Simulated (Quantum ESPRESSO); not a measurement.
# Be: projected density of states with optB86b-vdW

Crystal: Be.

```
Be
1.0
     2.28530    0.00000    0.00000
    -1.14265    1.97913    0.00000
     0.00000    0.00000    3.58420
Be
2
Direct
  0.66667 0.33333 0.75000
  0.33333 0.66667 0.25000
```

```json
{
  "Program": "Quantum ESPRESSO 7.5",
  "Task": "projected density of states",
  "Functional": "optB86b-vdW",
  "Potentials or basis": "PseudoDojo 0.4 SR PBE stringent",
  "Cutoff": "1442 eV",
  "Density cutoff": "5769 eV",
  "k mesh": "13 × 13 × 8",
  "Occupations": "fermi-dirac, width 0.025 eV",
  "Spin": "no spin polarisation",
  "Mixing beta": "0.5",
  "Most SCF iterations": "120",
  "SCF threshold": "4e-10 Ry",
  "Dos occupations": "tetrahedra_opt"
}
```

```
Pressure               : -1.9 GPa
Band gap on the k mesh : none (metal or under the smearing width)
```

Stress tensor (GPa, compression positive):
```
-1.51  0.00  0.00
 0.00 -1.51  0.00
 0.00  0.00 -2.60
```

Levels at points of the mesh, in eV from the Fermi level:
| k point | band 3 | band 4 | band 5 | band 6 | band 7 | band 8 | band 9 |
| --- | --- | --- | --- | --- | --- | --- | --- |
| (0.00, 0.00, 0.00) | -11.05 | -4.17 | 1.27 | 15.80 | 15.80 | 18.65 | 18.65 |
| (0.00, 0.00, -0.50) | -8.90 | -8.90 | 10.80 | 10.80 | 17.45 | 17.45 | 17.45 |

States per cell in windows of 1 eV (zero at the Fermi level; states under -8 eV left out):
```tsv
from (eV)	total	Be#1 s wfc2	Be#2 s wfc2	Be#1 s wfc1	Be#2 s wfc1
-8.0	0.33	0.16	0.16	0.00	0.00
-7.0	0.39	0.17	0.17	0.00	0.00
-6.0	0.45	0.18	0.18	0.00	0.00
-5.0	0.53	0.16	0.16	0.00	0.00
-4.0	0.51	0.10	0.10	0.00	0.00
-3.0	0.54	0.09	0.09	0.00	0.00
-2.0	0.40	0.05	0.05	0.00	0.00
-1.0	0.20	0.01	0.01	0.00	0.00
0.0	0.13	0.01	0.01	0.00	0.00
1.0	0.64	0.14	0.14	0.00	0.00
2.0	0.63	0.09	0.09	0.00	0.00
3.0	0.49	0.04	0.04	0.00	0.00
4.0	0.47	0.03	0.03	0.00	0.00
5.0	0.46	0.03	0.03	0.00	0.00
6.0	0.78	0.09	0.09	0.00	0.00
7.0	0.65	0.05	0.05	0.00	0.00
```

Wall time 3.4 min on 1 thread of INTEL(R) XEON(R) PLATINUM 8581C CPU @ 2.30GHz (Emerald Rapids) (shared host), peak memory 0.12 GiB.

Caveat: the potentials were made for another functional, which shifts forces and pressure.
